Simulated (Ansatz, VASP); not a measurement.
## Al in VASP and in Ansatz

```
Al
1.0
    -1.65830    1.65830    1.53891
     1.65830   -1.65830    1.53891
     1.65830    1.65830   -1.53891
Al
1
Direct
  0.00000 0.00000 0.00000
```

Alike in both runs: task single point; functional PBE; k mesh 22 × 22 × 22; occupations gaussian, width 0.15 eV; no spin polarisation.

|  | VASP | Ansatz |
| --- | --- | --- |
| version | VASP 6.6.1 | Ansatz 0.2.0 |
| potentials or method | VASP PAW PBE potentials, release 64 (Al) | scalar-relativistic, plane waves, PAW |
| plane-wave cutoff (eV) | 520 | 420 |
| valence electrons in the cell | 3 | 3 |

```tsv
	VASP	Ansatz	Ansatz less VASP
gap on the k mesh at the Fermi level (eV)	none	none	-
pressure (GPa)	-0.1	-0.1	+0.02
largest component of the traceless stress (GPa)	1.26	1.25	-0.007
```

A gap of «none» marks a metal or a gap that the smearing closes.
